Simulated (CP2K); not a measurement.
Runs of CP2K 2026.2 on Ge. It takes space group Imma (No. 74, orthorhombic). Conventional cell: a = 4.992 Å, b = 5.302 Å, c = 2.874 Å, α = 90.00°, β = 90.00°, γ = 90.00°. Ge (site symmetry mm2) is surrounded by 6 Ge at 2.68 to 2.87 Å. This isn't the form of Ge at room conditions, which is diamond.

```tsv
level	cell	smearing	NGRIDS	D3 from the s-dftd3 library (D3_REFERENCE_CODE)	cutoff radius of the dispersion sum (A)	gap on the mesh (eV)	pressure (GPa)	largest force (eV/Å)
PBE	as given	gaussian 0.02 eV	4	-	-	none	2.2	0.05
PBE	as given	gaussian 0.05 eV	5	-	-	none	2.2	0.05
PBE+D3(BJ)	volume scaled by 0.88	fermi-dirac 0.05 eV	4	yes	20	none	(a)	0.02
PBE	the cell as VASP's run set it	gaussian 0.05 eV	5	-	-	none	2.2	0.05
PBE	as given	gaussian 0.1 eV	4	-	-	none	2.2	0.05
```

Alike in all rows: task single point; potentials or basis POTENTIAL_UZH Ge GTH-PBE-q4; TZVP-MOLOPT-PBE-GTH basis; no spin polarisation; k mesh 11 × 11 × 11.

Task: Fill in the values left out.

Result: (a) 11.6.

Caveats: the basis of atomic orbitals isn't converged, which shifts pressures, moduli and gaps; pairwise dispersion overbinds metals, which lowers pressure and volume (some runs).

A k mesh can miss the band edges, and the runs leave out spin-orbit coupling on Ge.

A gap of «none» marks a metal or a gap under the smearing width.
